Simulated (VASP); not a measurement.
Write the native input for VASP 6.6.1 that does the following.

```yaml
Task: band structure
Functional: revPBE
Potentials_or_basis: VASP PAW PBE potentials, release 64 (Hf_pv, O)
Cutoff: 520 eV
k_mesh: 4 × 6 × 3
Occupations: fermi-dirac, width 0.05 eV
Spin: no spin polarisation
Further_INCAR_settings: ALGO = Normal; EDIFF = 1e-06; NBANDS = 56
```

The system is HfO2.

```
Hf O
1.0
     5.55640    0.00000    0.00000
     0.00000    3.33360    0.00000
     0.00000    0.00000    6.50500
Hf O
4 8
Direct
  0.74868 0.75000 0.60787
  0.25132 0.25000 0.39213
  0.24868 0.75000 0.89213
  0.75132 0.25000 0.10787
  0.63950 0.25000 0.42340
  0.36050 0.75000 0.57660
  0.13950 0.25000 0.07660
  0.86050 0.75000 0.92340
  0.52079 0.25000 0.84145
  0.47921 0.75000 0.15855
  0.02079 0.25000 0.65855
  0.97921 0.75000 0.34145
```

Measurements of this composition are mostly on another form, of space group No. 14.

One way to write it, as run:

POSCAR

```
HfO2
1.0
    5.5563950000      0.0000000000      0.0000000000
    0.0000000000      3.3335970000      0.0000000000
    0.0000000000      0.0000000000      6.5049950000
Hf O
4 8
Direct
    0.7486820000      0.7500000000      0.6078710000
    0.2513180000      0.2500000000      0.3921290000
    0.2486820000      0.7500000000      0.8921290000
    0.7513180000      0.2500000000      0.1078710000
    0.6394990000      0.2500000000      0.4234000000
    0.3605010000      0.7500000000      0.5766000000
    0.1394990000      0.2500000000      0.0766000000
    0.8605010000      0.7500000000      0.9234000000
    0.5207940000      0.2500000000      0.8414530000
    0.4792060000      0.7500000000      0.1585470000
    0.0207940000      0.2500000000      0.6585470000
    0.9792060000      0.7500000000      0.3414530000
```

INCAR.step1

```
ALGO = Normal
EDIFF = 1E-6
ENCUT = 520
GGA = RE
ISIF = 2
ISMEAR = -1
LASPH = True
LCHARG = True
LMAXMIX = 4
LREAL = False
LWAVE = False
NBANDS = 56
NELM = 60
PREC = Accurate
SIGMA = 0.05
```

KPOINTS.step1

```
k-points
0
Gamma
  4 6 3
```

INCAR.step2

```
ALGO = Normal
EDIFF = 1E-6
ENCUT = 520
GGA = RE
ICHARG = 11
ISIF = 2
ISMEAR = 0
LASPH = True
LCHARG = False
LMAXMIX = 4
LREAL = False
LWAVE = False
NBANDS = 56
NELM = 60
PREC = Accurate
SIGMA = 0.05
```

KPOINTS.step2

```
path GXSYGZURTZ,YT,UX,SR
10
line-mode
reciprocal
 0.0000000000  0.0000000000  0.0000000000  G
 0.0000000000 -0.5000000000  0.0000000000  X

 0.0000000000 -0.5000000000  0.0000000000  X
-0.5000000000 -0.5000000000  0.0000000000  S

-0.5000000000 -0.5000000000  0.0000000000  S
-0.5000000000  0.0000000000  0.0000000000  Y

-0.5000000000  0.0000000000  0.0000000000  Y
 0.0000000000  0.0000000000  0.0000000000  G

 0.0000000000  0.0000000000  0.0000000000  G
 0.0000000000  0.0000000000 -0.5000000000  Z

 0.0000000000  0.0000000000 -0.5000000000  Z
 0.0000000000 -0.5000000000 -0.5000000000  U

 0.0000000000 -0.5000000000 -0.5000000000  U
-0.5000000000 -0.5000000000 -0.5000000000  R

-0.5000000000 -0.5000000000 -0.5000000000  R
-0.5000000000  0.0000000000 -0.5000000000  T

-0.5000000000  0.0000000000 -0.5000000000  T
 0.0000000000  0.0000000000 -0.5000000000  Z

-0.5000000000  0.0000000000  0.0000000000  Y
-0.5000000000  0.0000000000 -0.5000000000  T

 0.0000000000 -0.5000000000 -0.5000000000  U
 0.0000000000 -0.5000000000  0.0000000000  X

-0.5000000000 -0.5000000000  0.0000000000  S
-0.5000000000 -0.5000000000 -0.5000000000  R
```

Potentials or basis: VASP PAW PBE potentials, release 64 (Hf_pv, O).

Command:

```sh
$ cat potpaw_PBE.64/Hf_pv/POTCAR potpaw_PBE.64/O/POTCAR > POTCAR
$ cp INCAR.step1 INCAR
$ cp KPOINTS.step1 KPOINTS
$ mpirun -np 1 vasp_std > vasp.out
$ cp INCAR.step2 INCAR
$ cp KPOINTS.step2 KPOINTS
$ mpirun -np 1 vasp_std > vasp.out
```

Results of the run:

| Quantity | Value |
| --- | --- |
| Band gap on the k mesh | 3.45 eV, direct |
| Band gap along the path | 3.45 eV, direct |

Caveat: the log is that of the step along the path at fixed density, whose energy, stress, charges and moments have no meaning; spin-orbit coupling is left out, which moves the levels of the heavy elements.

It took 9.3 min on 1 thread of Intel(R) Xeon(R) Platinum 8259CL CPU @ 2.50GHz (Skylake/Cascade Lake), with other jobs on the host, peak memory 0.62 GiB.
